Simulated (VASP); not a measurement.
Wanted: the native input for a VASP 6.6.1 run.

```yaml
Task: single point
Functional: PBEsol
Potentials_or_basis: VASP PAW PBE potentials, release 64 (Al, N)
Cutoff: 520 eV
k_mesh: 14 × 14 × 14
Occupations: gaussian, width 0.02 eV
Spin: no spin polarisation
Dipole_correction: no
Further_INCAR_settings: ALGO = Fast; EDIFF = 1e-07; NBANDS = 11
```

The structure of AlN lies in POSCAR:

```
AlN
1.0
    0.0000000000      2.0226210085      2.0226210085
    2.0226210085      0.0000000000      2.0226210085
    2.0226210085      2.0226210085      0.0000000000
Al N
1 1
Direct
    0.5000000000      0.5000000000      0.5000000000
    0.0000000000      0.0000000000      0.0000000000
```

Measurements of this composition are mostly on another form, of space group No. 186.

The input as run:

INCAR

```
PREC     = Accurate       # precision mode
ENCUT    = 520            # plane-wave cutoff, eV
EDIFF    = 1E-7           # SCF threshold, eV
ISMEAR   = 0              # smearing method
SIGMA    = 0.02           # smearing width, eV
LREAL    = F              # projectors in reciprocal space
LASPH    = T              # aspherical terms in the spheres
NELM     = 100            # most SCF steps
ALGO     = Fast           # electronic algorithm
ISIF     = 2              # what is computed and relaxed
LWAVE    = F              # write WAVECAR
LCHARG   = T              # write CHGCAR
GGA      = PS             # functional
LELF     = T              # ELF
LVHAR    = T            
NBANDS   = 11             # bands
```

KPOINTS

```
regular mesh
0
Gamma
  14 14 14
```

Potentials or basis: VASP PAW PBE potentials, release 64 (Al, N).

Launch:

```console
$ cat potpaw_PBE.64/Al/POTCAR potpaw_PBE.64/N/POTCAR > POTCAR
$ mpirun -np 1 vasp_std > vasp.out
```

Results of the run:

- Pressure: 0.0 GPa
- Band gap on the k mesh: 4.54 eV, indirect (least direct gap 5.65 eV)

Caveat: the PAW data sets were made with another functional, which shifts forces and pressure a little.

Run time: 17 s on 1 thread of AMD EPYC 9R14 (Zen 4) (shared host), peak memory 0.1 GiB.
